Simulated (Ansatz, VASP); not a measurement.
**Two plane-wave programs on Al3Pt**

The input INCAR:

```
SYSTEM = Al3Pt
PREC     = Accurate       ! precision mode
ENCUT    = 520            ! plane-wave cutoff, eV
EDIFF    = 1E-6           ! SCF threshold, eV
ISMEAR   = 0              ! smearing method
SIGMA    = 0.1            ! smearing width, eV
LREAL    = .False.        ! projectors in reciprocal space
LASPH    = .True.         ! aspherical terms in the spheres
NELM     = 80             ! most SCF steps
ALGO     = Normal         ! electronic algorithm
ISIF     = 2              ! what is computed and relaxed
LWAVE    = .False.        ! write WAVECAR
LCHARG   = .True.         ! write CHGCAR
GGA      = PE             ! functional
LELF     = .True.         ! ELF
LVHAR    = .True.       
NBANDS   = 18             ! bands
```

Contents of KPOINTS:

```
regular mesh
0
Gamma
  6 6 4
  0 0 0
```

POSCAR

```
Al3Pt
1.0
    3.8999924200      0.0000000000      0.0000000000
   -1.9499962100      3.3774925100      0.0000000000
    0.0000000000      0.0000000000      5.0981204700
Al Pt
3 1
Direct
    0.3333333300      0.6666666700      0.1238077600
    0.6666666700      0.3333333300      0.8761922400
    0.0000000000      0.0000000000      0.0000000000
    0.0000000000      0.0000000000      0.5000000000
```

Input for Ansatz:

```yaml
crystal:
  lattice:
    - [3.89999242, 0.0, 0.0]
    - [-1.94999621, 3.37749251, 0.0]
    - [0.0, 0.0, 5.09812047]
  atoms:
    - { symbol: Al, position: [0.33333333, 0.66666667, 0.12380776] }
    - { symbol: Al, position: [0.66666667, 0.33333333, 0.87619224] }
    - { symbol: Al, position: [0.0, 0.0, 0.0] }
    - { symbol: Pt, position: [0.0, 0.0, 0.5] }
basis:
  ecutwfc: 420
kpoints:
  mp_grid: { grid: [6, 6, 4] }
hamiltonian:
  xc: pbe
scf:
  occupations: { method: gaussian, width: 0.1 }
  lower_state_search: "off"
output:
  forces: true
  stress: true
  eigenvalues: true
```

Alike in both runs: task single point; functional PBE; k mesh 6 × 6 × 4; occupations gaussian, width 0.1 eV; no spin polarisation.

```csv
,VASP,Ansatz
version,VASP 6.6.1,Ansatz 0.2.0
potentials or method,"VASP PAW PBE potentials, release 64 (Al, Pt)","scalar-relativistic, plane waves, PAW"
plane-wave cutoff (eV),520,420
valence electrons in the cell,19,27
```

```csv
,VASP,Ansatz,Ansatz less VASP
gap on the k mesh at the Fermi level (eV),none,none,-
pressure (GPa),18.5,18.5,-0.01
largest component of the traceless stress (GPa),21.78,21.74,-0.035
rms of the force components (eV/Å),1.650,1.647,-0.0030
```

Atom by atom the forces differ by 0.003 eV/Å (rms over components). A gap of «none» marks a metal or a gap that the smearing closes. The functional is the same, so the differences come from potentials, cutoffs and numerics. The two sets of potentials don't hold the same shells in valence.

Caveats: so large a pressure means that the cell lies far from this level's equilibrium, or that cutoff or potentials fall short (VASP); forces of over 1 eV/Å show positions far from the minimum, so gaps and moduli don't describe the material at rest. Spin-orbit coupling is left out, which matters for the levels of Pt.
